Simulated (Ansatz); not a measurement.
All numbers below come from DFT PBE, scalar-relativistic, plane waves, PAW in Ansatz 0.2.0. All cells share a 420 eV cutoff and Γ-centred k meshes spaced at most about 0.3 Å⁻¹ (about 0.25 or finer for metals, 2π included). No spin polarisation.

These are static total energies at zero pressure.

Compare these two cells of Mg₇Se, each relaxed at this level.

A.

```
Mg Se
1.0
    -3.83682    3.83682    3.09552
     3.83682   -3.83682    3.09552
     3.83682    3.83682   -3.09552
Mg Se
7 1
Cartesian
  -1.9184 1.9184 1.5478
  1.9184 -1.9184 1.5478
  1.9184 1.9184 -1.5478
  1.9184 1.9184 1.5478
  0.0000 3.8368 0.0000
  3.8368 0.0000 0.0000
  0.0000 0.0000 3.0955
  0.0000 0.0000 0.0000
```

B.

```
Mg Se
1.0
     0.00000    4.46937    4.46937
     4.46937    0.00000    4.46937
     4.46937    4.46937    0.00000
Mg Se
7 1
Direct
  0.00000 0.00000 0.50000
  0.50000 0.00000 0.50000
  0.00000 0.50000 0.50000
  0.50000 0.50000 0.00000
  0.00000 0.50000 0.00000
  0.50000 0.00000 0.00000
  0.50000 0.50000 0.50000
  0.00000 0.00000 0.00000
```

Question: Which form is favoured at zero pressure, and by what margin per atom?

Answer: B is lower, by 62 meV/atom. A has space group I4/mmm (No. 139), 22.8 Å³/atom and no gap on its mesh; B has space group Fm-3m (No. 225), 22.3 Å³/atom and no gap. Counting Mg atoms around Se (those within 1.25 times the shortest such distance or 1.15 times the sum of covalent radii; a plus sign parts nearer from farther groups; the shortest distance is added where it is long for a bond), A has Se 10+4 from 3.1 Å and B has Se 12 from 3.2 Å. Both come from invented guesses.

Cells relaxed within their symmetry can be saddle points.
